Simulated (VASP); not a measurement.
# TaN (P-6m2) in VASP: settings compared, part 2 of 2

VASP 6.6.1. The steps go on from the part before.

## Step 4: Single point, PBE0(alpha)

POSCAR reads:

```
TaN
1.0
    2.9380011100      0.0000000000      0.0000000000
   -1.4690005500      2.5443836000      0.0000000000
    0.0000000000      0.0000000000      2.8830022100
Ta N
1 1
Direct
    0.3333333333      0.6666666667      0.5000000000
    0.0000000000      0.0000000000      0.0000000000
```

INCAR.step1 reads:

```
PREC     = Accurate       # precision mode
ENCUT    = 520            # plane-wave cutoff, eV
EDIFF    = 1E-5           # SCF threshold, eV
ISMEAR   = -1             # smearing method
SIGMA    = 0.05           # smearing width, eV
LREAL    = False          # projectors in reciprocal space
LASPH    = True           # aspherical terms in the spheres
NELM     = 80             # most SCF steps
ALGO     = Normal         # electronic algorithm
ISIF     = 2              # what is computed and relaxed
LWAVE    = True           # write WAVECAR
LCHARG   = False          # write CHGCAR
NBANDS   = 15             # bands
GGA      = PE             # functional
```

INCAR.step2 reads:

```
PREC     = Accurate       # precision mode
ENCUT    = 520            # plane-wave cutoff, eV
EDIFF    = 1E-6           # SCF threshold, eV
ISMEAR   = -1             # smearing method
SIGMA    = 0.05           # smearing width, eV
LREAL    = False          # projectors in reciprocal space
LASPH    = True           # aspherical terms in the spheres
NELM     = 80             # most SCF steps
ALGO     = Normal         # electronic algorithm
ISIF     = 2              # what is computed and relaxed
LWAVE    = False          # write WAVECAR
LCHARG   = False          # write CHGCAR
GGA      = PE             # functional
LHFCALC  = True           # exact exchange
AEXX     = 0.05           # exact-exchange fraction
PRECFOCK = Fast         
HFRCUT   = -1           
NBANDS   = 15             # bands
ISTART   = 1
```

KPOINTS reads:

```
Automatic mesh
0
Gamma
  5 5 5
```

Potentials or basis: VASP PAW PBE potentials, release 64 (Ta_pv, N).

Launch:

```bash
$ cat potpaw_PBE.64/Ta_pv/POTCAR potpaw_PBE.64/N/POTCAR > POTCAR
$ cp INCAR.step1 INCAR
$ mpirun -np 1 vasp_std > vasp.out
$ cp INCAR.step2 INCAR
$ mpirun -np 1 vasp_std > vasp.out
```

OUTCAR:

```text
PREC = Accurate
   ENCUT = 520
   EDIFF = 1E-6
   ISMEAR = -1
   LREAL = False
   LASPH = True
   NELM = 80
   ISIF = 2
   GGA = PE
   LHFCALC = True
   AEXX = 0.05
   PRECFOCK = Fast
   ISTART = 1

 ion  position               nearest neighbor table
   1  0.333  0.667  0.500-   2 2.23   2 2.23   2 2.23   2 2.23   2 2.23   2 2.23
   2  0.000  0.000  0.000-   1 2.23   1 2.23   1 2.23   1 2.23   1 2.23   1 2.23

  LATTYP: Found a hexagonal cell.
 ALAT       =     2.9380011100
 C/A-ratio  =     0.9812801636
[... 456 lines left out ...]

------------------------ aborting loop because EDIFF is reached ----------------------------------------

  FORCE on cell =-STRESS in cart. coord.  units (eV):
  Direction    XX          YY          ZZ          XY          YZ          ZX
  --------------------------------------------------------------------------------------
  -------------------------------------------------------------------------------------
  Total        0.4322956      0.4322956      0.4665162      0.0000000     -0.0000000      0.0000000
  in kB       32.1374859     32.1374859     34.6814971      0.0000001     -0.0000000      0.0000000
  external PRESSURE =      32.9854896 kB  Pullay stress =       0.0000000 kB

 VOLUME and BASIS-vectors are now :
 -----------------------------------------------------------------------------
  energy-cutoff  :      520.00
  volume of cell :       21.55
      direct lattice vectors                 reciprocal lattice vectors
     2.938001110  0.000000000  0.000000000     0.340367468  0.196511249  0.000000000
    -1.469000550  2.544383600  0.000000000     0.000000000  0.393022499  0.000000000
     0.000000000  0.000000000  2.883002210     0.000000000  0.000000000  0.346860643

 POSITION                                       TOTAL-FORCE (eV/Angst)
 -----------------------------------------------------------------------------------
      0.00000      1.69626      1.44150         0.000000      0.000000      0.000000
      0.00000      0.00000      0.00000        -0.000000     -0.000000      0.000000
 -----------------------------------------------------------------------------------
    total drift:                                0.000000     -0.000001     -0.000000

  FREE ENERGIE OF THE ION-ELECTRON SYSTEM (eV)
  ---------------------------------------------------
  free  energy   TOTEN  =       -23.5778830888 eV

  energy  without entropy=      -23.5756649936  energy(sigma->0) =      -23.57677404
```

OUTCAR.step1:

```text
PREC = Accurate
   ENCUT = 520
   EDIFF = 1E-5
   ISMEAR = -1
   LREAL = False
[... 482 lines left out ...]
      0.00000      1.69626      1.44150         0.000000      0.000000      0.000000
      0.00000      0.00000      0.00000         0.000000     -0.000000      0.000000
 -----------------------------------------------------------------------------------
    total drift:                               -0.000000      0.000000     -0.000000

  FREE ENERGIE OF THE ION-ELECTRON SYSTEM (eV)
  ---------------------------------------------------
  free  energy   TOTEN  =       -22.4531945638 eV

  energy  without entropy=      -22.4509754647  energy(sigma->0) =      -22.45208501
```

Run time: 3.6 min. Hardware: 1 thread of Intel Xeon Platinum 8488C (Sapphire Rapids), shared host; peak memory 0.14 GiB.

What came out:

```yaml
Free_energy: -23.5779 eV
Pressure: 3.3 GPa
Band_gap_on_the_k_mesh: none (metal or under the smearing width)
```

Levels at points of the mesh, in eV from the Fermi level:
| k point | band 5 | band 6 | band 7 | band 8 | band 9 | band 10 | band 11 | band 12 |
| --- | --- | --- | --- | --- | --- | --- | --- | --- |
| (0.00, 0.00, 0.00) | -4.84 | -4.84 | -4.47 | -3.18 | 2.35 | 3.75 | 3.75 | 4.20 |

Caveat: the k mesh is coarse (spacing up to 0.49 Å⁻¹), so the values aren't converged, least of all with exact exchange; the PAW data sets were made with another functional, which shifts forces and pressure a little. Spin-orbit coupling is left out, which matters for the levels of Ta.

## Step 5: Single point, PBE0(alpha)

POSCAR is that of step 4.

INCAR.step1 is that of step 4.

Changes to INCAR.step2 since step 4:

```diff
@@ -14,3 +14,3 @@
 LHFCALC  = True           # exact exchange
-AEXX     = 0.05           # exact-exchange fraction
+AEXX     = 0.1            # exact-exchange fraction
 PRECFOCK = Fast
```

KPOINTS is that of step 4.

Potentials or basis: VASP PAW PBE potentials, release 64 (Ta_pv, N).

Launch:

```bash
$ cat potpaw_PBE.64/Ta_pv/POTCAR potpaw_PBE.64/N/POTCAR > POTCAR
$ cp INCAR.step1 INCAR
$ mpirun -np 1 vasp_std > vasp.out
$ cp INCAR.step2 INCAR
$ mpirun -np 1 vasp_std > vasp.out
```

OUTCAR:

```text
PREC = Accurate
   ENCUT = 520
   EDIFF = 1E-6
   ISMEAR = -1
   LREAL = False
   LASPH = True
   NELM = 80
   ISIF = 2
   GGA = PE
   LHFCALC = True
   AEXX = 0.1
   PRECFOCK = Fast
   ISTART = 1

 ion  position               nearest neighbor table
   1  0.333  0.667  0.500-   2 2.23   2 2.23   2 2.23   2 2.23   2 2.23   2 2.23
   2  0.000  0.000  0.000-   1 2.23   1 2.23   1 2.23   1 2.23   1 2.23   1 2.23

  LATTYP: Found a hexagonal cell.
[... 457 lines left out ...]
     15      22.2567      0.00000

------------------------ aborting loop because EDIFF is reached ----------------------------------------

  FORCE on cell =-STRESS in cart. coord.  units (eV):
  Direction    XX          YY          ZZ          XY          YZ          ZX
  --------------------------------------------------------------------------------------
  -------------------------------------------------------------------------------------
  Total        0.1870129      0.1870129      0.1855729      0.0000000      0.0000000     -0.0000000
  in kB       13.9028116     13.9028117     13.7957589      0.0000000      0.0000000     -0.0000000
  external PRESSURE =      13.8671274 kB  Pullay stress =       0.0000000 kB

 VOLUME and BASIS-vectors are now :
 -----------------------------------------------------------------------------
  energy-cutoff  :      520.00
  volume of cell :       21.55
      direct lattice vectors                 reciprocal lattice vectors
     2.938001110  0.000000000  0.000000000     0.340367468  0.196511249  0.000000000
    -1.469000550  2.544383600  0.000000000     0.000000000  0.393022499  0.000000000
     0.000000000  0.000000000  2.883002210     0.000000000  0.000000000  0.346860643

 POSITION                                       TOTAL-FORCE (eV/Angst)
 -----------------------------------------------------------------------------------
      0.00000      1.69626      1.44150        -0.000000     -0.000000      0.000000
      0.00000      0.00000      0.00000         0.000000      0.000000      0.000000
 -----------------------------------------------------------------------------------
    total drift:                                0.000000     -0.000002     -0.000000

  FREE ENERGIE OF THE ION-ELECTRON SYSTEM (eV)
  ---------------------------------------------------
  free  energy   TOTEN  =       -24.7071690720 eV

  energy  without entropy=      -24.7049510005  energy(sigma->0) =      -24.70606004
```

OUTCAR.step1:

```text
PREC = Accurate
   ENCUT = 520
   EDIFF = 1E-5
   ISMEAR = -1
   LREAL = False
[... 482 lines left out ...]
      0.00000      1.69626      1.44150         0.000000      0.000000      0.000000
      0.00000      0.00000      0.00000         0.000000     -0.000000      0.000000
 -----------------------------------------------------------------------------------
    total drift:                               -0.000000      0.000000     -0.000000

  FREE ENERGIE OF THE ION-ELECTRON SYSTEM (eV)
  ---------------------------------------------------
  free  energy   TOTEN  =       -22.4531945638 eV

  energy  without entropy=      -22.4509754647  energy(sigma->0) =      -22.45208501
```

It took 3.4 min on 1 thread of Intel Xeon Platinum 8488C (Sapphire Rapids), shared host; peak memory 0.14 GiB.

What came out:

- Free energy: -24.7072 eV
- Pressure: 1.4 GPa
- Band gap on the k mesh: none (metal or under the smearing width)

Levels at points of the mesh, in eV from the Fermi level:
| k point | band 4 | band 5 | band 6 | band 7 | band 8 | band 9 | band 10 | band 11 | band 12 | band 13 |
| --- | --- | --- | --- | --- | --- | --- | --- | --- | --- | --- |
| (0.00, 0.00, 0.00) | -18.94 | -5.13 | -5.13 | -4.73 | -3.44 | 2.49 | 3.92 | 3.92 | 4.39 | 4.39 |

Caveat: the k mesh is coarse (spacing up to 0.49 Å⁻¹), so the values aren't converged, least of all with exact exchange; the PAW data sets were made with another functional, which shifts forces and pressure a little.

## Step 6: Summary

| share of exact exchange | gap on the mesh (eV) | pressure (GPa) |
| --- | --- | --- |
| 0.4 | 1.17 | -9.6 |
| 0.05 | none | 3.3 |
| 0.1 | none | 1.4 |

Alike in all rows: task single point; level PBE0(alpha); potentials or basis VASP PAW PBE potentials, release 64 (Ta_pv, N); no spin polarisation; cell as given; k mesh 5 × 5 × 5; cutoff (eV) 520; smearing fermi-dirac 0.05 eV; the mesh is coarse, so values aren't converged.

Caveats: all runs use coarse meshes; the PAW data sets were made with another functional, which shifts forces and pressure a little; spin-orbit coupling is left out, which moves the levels of the heavy elements (some runs); an odd mesh through Γ misses points on the zone boundary, where band edges often lie (some runs).

Total energies depend on the potentials used, so only differences within one code and one set of settings carry meaning.
